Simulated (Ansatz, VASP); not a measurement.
## One calculation of HfN, two programs

Contents of INCAR:

```
SYSTEM = HfN
AGGAC = 1.0
AGGAX = 1.0
ALDAC = 0.0
ALDAX = 1.0
ALGO = Normal
EDIFF = 1E-6
ENCUT = 520
GGA = B5
ISIF = 2
ISMEAR = 1
LASPH = .True.
LCHARG = .False.
LREAL = .False.
LWAVE = .False.
NBANDS = 23
NELM = 60
PREC = Accurate
SIGMA = 0.15
```

The input KPOINTS:

```
k-points
0
Gamma
  9 9 5
  0 0 0
```

POSCAR

```
HfN
1.0
    3.1339080000      0.0000000000      0.0000000000
   -1.5669540000      2.7140440000      0.0000000000
    0.0000000000      0.0000000000      5.4167680000
Hf N
2 2
Direct
    0.6666666667      0.3333333333      0.7500000000
    0.3333333333      0.6666666667      0.2500000000
    0.0000000000      0.0000000000      0.0000000000
    0.0000000000      0.0000000000      0.5000000000
```

Input for Ansatz:

```yaml
crystal:
  lattice:
    - [3.133908, 0.0, 0.0]
    - [-1.566954, 2.714044, 0.0]
    - [0.0, 0.0, 5.416768]
  atoms:
    - { symbol: Hf, position: [0.6666666666666666, 0.3333333333333333, 0.75] }
    - { symbol: Hf, position: [0.3333333333333333, 0.6666666666666666, 0.25] }
    - { symbol: "N", position: [0.0, 0.0, 0.0] }
    - { symbol: "N", position: [0.0, 0.0, 0.5] }
kpoints:
  mp_grid:
    grid: [9, 9, 5]
hamiltonian:
  xc: blyp
scf:
  occupations:
    method: cold
    width: 0.15
output:
  stress: true
```

The cell comes from a database or a generator and needn't be the stable form of this composition.

Alike in both runs: task single point; functional BLYP; k mesh 9 × 9 × 5; no spin polarisation.

|  | VASP | Ansatz |
| --- | --- | --- |
| version | VASP 6.6.1 | Ansatz 0.2.0 |
| potentials or method | VASP PAW PBE potentials, release 64 (Hf_pv, N) | plane waves, PAW |
| plane-wave cutoff (eV) | 520 | 420 |
| occupations | methfessel-paxton of order 1, width 0.15 eV | cold, width 0.15 eV |
| valence electrons in the cell | 30 | 62 |

```csv
,VASP,Ansatz,Ansatz less VASP
pressure (GPa),13.2,14.6,+1.38
largest component of the traceless stress (GPa),1.45,1.41,-0.041
```

The two sets of potentials don't hold the same shells in valence.

Caveats: the PAW data sets were made with another functional, which shifts forces and pressure a little (VASP). The runs have no spin-orbit coupling, so splittings on Hf are missing.
